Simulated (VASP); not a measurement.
# La2O3 (P-3m1) in VASP: further runs

One crystal, La2O3, is run at these levels: PBE, r2SCAN, PBE0, HSE06; tasks: relaxation of cell and atoms, single point.

Program: VASP 6.6.1. These are calculated values, not measurements. Logs are shortened: lines on timing, memory, paths and dates and some standing lists are left out, and cuts for length are marked.

## (1) The structure

It takes space group P-3m1 (No. 164, trigonal). The conventional cell has a = 3.938 Å, b = 3.938 Å, c = 6.136 Å, α = 90.00°, β = 90.00°, γ = 120.00°. La (site symmetry 3m) has 4 O at 2.37 to 2.46 Å as nearest neighbours. O (site symmetry 3m) has 4 La at 2.37 to 2.46 Å as nearest neighbours. Around O (site symmetry -3m) lie 6 La at 2.73 Å.

The cell was built by a generator and needn't be a form met in nature.

## (2) Relaxation of cell and atoms, PBE

Contents of INCAR:

```
PREC = Accurate
ENCUT = 600
EDIFF = 1E-6
ISMEAR = 0
SIGMA = 0.05
LREAL = F
LASPH = T
NELM = 60
ALGO = Normal
ISIF = 3
LWAVE = F
LCHARG = F
GGA = PE
IBRION = 2
NSW = 60
EDIFFG = -0.01
```

Contents of KPOINTS:

```
regular mesh
0
Gamma
  6 6 4
```

Contents of POSCAR:

```
La2O3
1.0
    3.9380000000      0.0000000000      0.0000000000
   -1.9690000000      3.4104080401      0.0000000000
    0.0000000000      0.0000000000      6.1360000000
La O
2 3
Direct
    0.3333333333      0.6666666667      0.2454000000
    0.6666666667      0.3333333333      0.7546000000
    0.3333333333      0.6666666667      0.6471000000
    0.6666666667      0.3333333333      0.3529000000
    0.0000000000      0.0000000000      0.0000000000
```

Potentials or basis: VASP PAW PBE potentials, release 64 (La, O).

On the command line:

```sh
> cat potpaw_PBE.64/La/POTCAR potpaw_PBE.64/O/POTCAR > POTCAR
> mpirun -np 1 vasp_std > vasp.out
```

OUTCAR:

```text
PREC = Accurate
   ENCUT = 600
   EDIFF = 1E-6
   ISMEAR = 0
   LREAL = F
   LASPH = T
   NELM = 60
   ISIF = 3
   GGA = PE
   IBRION = 2
   NSW = 60
   EDIFFG = -0.01

 ion  position               nearest neighbor table
   1  0.333  0.667  0.245-   4 2.37   4 2.37   4 2.37   3 2.46   5 2.73   5 2.73   5 2.73
   2  0.667  0.333  0.755-   3 2.37   3 2.37   3 2.37   4 2.46   5 2.73   5 2.73   5 2.73
   3  0.333  0.667  0.647-   2 2.37   2 2.37   2 2.37   1 2.46
   4  0.667  0.333  0.353-   1 2.37   1 2.37   1 2.37   2 2.46
   5  0.000  0.000  0.000-   1 2.73   2 2.73   1 2.73   2 2.73   2 2.73   1 2.73

  LATTYP: Found a hexagonal cell.
 ALAT       =     3.9380000000
 C/A-ratio  =     1.5581513459

  Lattice vectors:

 A1 = (   3.9380000000,   0.0000000000,   0.0000000000)
 A2 = (  -1.9690000000,   3.4104080401,   0.0000000000)
 A3 = (   0.0000000000,   0.0000000000,   6.1360000000)

Analysis of symmetry for initial positions (statically):
=====================================================================
 Subroutine PRICEL returns:
 Original cell was already a primitive cell.

 Routine SETGRP: Setting up the symmetry group for a
 hexagonal supercell.

 Subroutine GETGRP returns: Found 12 space group operations
 (whereof 12 operations were pure point group operations)
 out of a pool of 24 trial point group operations.

The static configuration has the point symmetry D_3d.

Analysis of symmetry for dynamics (positions and initial velocities):
=====================================================================
 Subroutine PRICEL returns:
 Original cell was already a primitive cell.

 Routine SETGRP: Setting up the symmetry group for a
 hexagonal supercell.

 Subroutine GETGRP returns: Found 12 space group operations
 (whereof 12 operations were pure point group operations)
 out of a pool of 24 trial point group operations.

The dynamic configuration has the point symmetry D_3d.

 Subroutine INISYM returns: Found 12 space group operations
 (whereof 12 operations are pure point group operations),
 and found     1 'primitive' translations

----------------------------------------------------------------------------------------

                                     Primitive cell

  volume of cell :      82.4076

  direct lattice vectors                    reciprocal lattice vectors
     3.938000000  0.000000000  0.000000000     0.253936008  0.146610023  0.000000000
[... 82 lines left out ...]
   PREC   = accura    normal or accurate (medium, high low for compatibility)
   ISTART =      0    job   : 0-new  1-cont  2-samecut
   ICHARG =      2    charge: 1-file 2-atom 10-const
   ISPIN  =      1    spin polarized calculation?
   LNONCOLLINEAR =      F non collinear calculations
   LSORBIT =      F    spin-orbit coupling
   LASPH  =      T    aspherical Exc in radial PAW
   ENCUT  =  600.0 eV  44.10 Ry    6.64 a.u.   7.87  7.87 12.26*2*pi/ulx,y,z
   NELM   =     60;   NELMIN=  2; NELMDL= -5     # of ELM steps
   EDIFF  = 0.1E-05   stopping-criterion for ELM
   LREAL  =      F    real-space projection
   EDIFFG = -.1E-01   stopping-criterion for IOM
   NSW    =     60    number of steps for IOM
   IBRION =      2    ionic relax: 0-MD 1-quasi-New 2-CG
   NFREE  =      1    steps in history (QN), initial steepest desc. (CG)
   ISIF   =      3    stress and relaxation
   ISYM   =      2    0-nonsym 1-usesym 2-fastsym
   POTIM  = 0.5000    time-step for ionic-motion
   TEBEG  =    0.0;   TEEND  =   0.0 temperature during run
   PSTRESS=    0.0 pullay stress
   NELECT =      40.0000    total number of electrons
   NUPDOWN=      -1.0000    fix difference up-down
   EMIN   =  10.00;   EMAX   =-10.00  energy-range for DOS
   EFERMI =   0.00;   METHOD = LEGACY
   ISMEAR =     0;   SIGMA  =   0.05  broadening in eV -4-tet -1-fermi 0-gaus
   EFERMI_NEDOS =   21; number of points for ismear=-14 and -15
   IALGO  =     38    algorithm
   IMIX   =      4    mixing-type and parameters
     AMIX     =   0.40;   BMIX     =  1.00
     AMIX_MAG =   1.60;   BMIX_MAG =  1.00
  volume/ion in A,a.u.               =      16.48       111.22
  Fermi-wavevector in a.u.,A,eV,Ry     =   1.286587  2.431296 22.521793  1.655305
  Thomas-Fermi vector in A             =   2.418652
   LORBIT       =      0    0 simple, 1 ext, 2 COOP (PROOUT), +10 PAW based schemes
   GGA     = PE    functional components
   LHFCALC =     F    Hartree Fock is set to
   AEXX    =    0.0000 exact exchange contribution
   IVDW    =     0    specifies the selected vdW correction
   LEPSILON=     F    determine dielectric tensor
   LRPA    =     F    only Hartree local field effects (RPA)
 conjugate gradient relaxation of ions
 non-spin polarized calculation
 Gauss-broadening in eV      SIGMA  =   0.05
  energy-cutoff  :      600.00
  volume of cell :       82.41
 maximum number of plane-waves:      2776
   NGX = 15   NGY = 15   NGZ = 25

--------------------------------------- Ionic step        1  -------------------------------------------

 number of electron      39.9999997 magnetization

 Free energy of the ion-electron system (eV)
  ---------------------------------------------------
  ext. energy  EPLUGINS =         0.00000000
  ---------------------------------------------------
  free energy    TOTEN  =       -41.82927956 eV

  energy without entropy =      -41.82927956  energy(sigma->0) =      -41.82927956

------------------------ aborting loop because EDIFF is reached ----------------------------------------

  FORCE on cell =-STRESS in cart. coord.  units (eV):
  Direction    XX          YY          ZZ          XY          YZ          ZX
  --------------------------------------------------------------------------------------
  -------------------------------------------------------------------------------------
  Total        0.1587535      0.1587535      0.2728104      0.0000000      0.0000000      0.0000000
  in kB        3.0865012      3.0865012      5.3040079      0.0000000      0.0000000      0.0000000
  external PRESSURE =       3.8256701 kB  Pullay stress =       0.0000000 kB
[... 221 lines left out ...]
--------------------------------------- Ionic step        7  -------------------------------------------

 number of electron      39.9999999 magnetization

 Free energy of the ion-electron system (eV)
  ---------------------------------------------------
  ext. energy  EPLUGINS =         0.00000000
  ---------------------------------------------------
  free energy    TOTEN  =       -41.83190267 eV

  energy without entropy =      -41.83190267  energy(sigma->0) =      -41.83190267

 E-fermi :   6.0980     XC(G=0): -10.4013

 val. band max:        5.8302044171   @ k =   0.5000   0.0000   0.5000
 cond. band min:       9.6874737857   @ k =   0.5000   0.0000   0.0000
 fundamental gap:      3.8572693685
 Fermi energy:         6.0980121074

 k-point     1 :       0.0000    0.0000    0.0000
  band No.  band energies     occupation
      1     -24.0167      2.00000
      2     -23.7946      2.00000
      3     -11.0534      2.00000
      4      -9.8256      2.00000
      5      -9.3666      2.00000
      6      -7.4790      2.00000
[... 669 lines left out ...]
  FREE ENERGIE OF THE ION-ELECTRON SYSTEM (eV)
  ---------------------------------------------------
  free  energy   TOTEN  =       -41.8319026735 eV

  energy  without entropy=      -41.8319026735  energy(sigma->0) =      -41.83190267

 reached required accuracy - stopping structural energy minimisation
```

Run time: 6.8 min. Hardware: 1 thread of AMD EPYC 7R43 (Zen 3), shared host; peak memory 0.21 GiB.

Results:

| Property | Result |
| --- | --- |
| Free energy | -41.8319 eV |
| Relaxed volume | 16.59 Å³/atom |
| Relaxed cell | a = 3.936 Å, b = 3.936 Å, c = 6.181 Å, α = 90.00°, β = 90.00°, γ = 120.00° |
| Space group after relaxing (to 0.05 Å) | P-3m1 (No. 164) |
| Energy gained by relaxing | 0.5 meV/atom |
| Ionic steps | 7 |
| Pressure after relaxing | 0.0 GPa |
| Largest force after relaxing | 0.005 eV/Å |
| Band gap on the k mesh | 3.86 eV, indirect (least direct gap 3.98 eV) |

Forces in eV/Å, atoms in the order of the input:
```
La   0.000  0.000  0.000
La   0.000  0.000  0.000
O    0.000  0.000 -0.005
O    0.000  0.000  0.005
O    0.000  0.000  0.000
```

The path:
```tsv
step	energy change (eV)	largest force (eV/Å)	pressure (GPa)	volume (Å³)
1	0.0000	0.1277	0.38	82.41
2	-0.0016	0.0506	-0.16	82.88
3	-0.0016	0.0402	-0.24	82.95
4	-0.0021	0.0487	0.12	82.82
5	-0.0021	0.0480	0.10	82.83
6	-0.0025	0.0249	0.03	82.89
7	-0.0026	0.0047	-0.02	82.94
```

Final structure:
```
La O
1.0
     3.93628    0.00000    0.00000
    -1.96814    3.40892    0.00000
     0.00000    0.00000    6.18086
La O
2 3
Direct
  0.33333 0.66667 0.24725
  0.66667 0.33333 0.75275
  0.33333 0.66667 0.64548
  0.66667 0.33333 0.35452
  0.00000 0.00000 0.00000
```

Levels at points of the mesh, in eV from the valence-band top:
```
           k point  band 18  band 19  band 20  band 21  band 22  band 23
(0.00, 0.00, 0.00)    -0.34    -0.34    -0.09     4.27     4.63     4.63
(0.50, 0.00, 0.00)    -0.64    -0.40    -0.28     3.86     4.69     5.12
(0.00, 0.00, 0.50)    -0.75    -0.26    -0.26     4.67     4.74     4.74
(0.50, 0.00, 0.50)    -0.68    -0.35     0.00     4.38     4.60     5.02
```

Caveat: spin-orbit coupling is left out, which moves the levels of the heavy elements. A k mesh can miss the band edges.

[end of part 1 of 2]
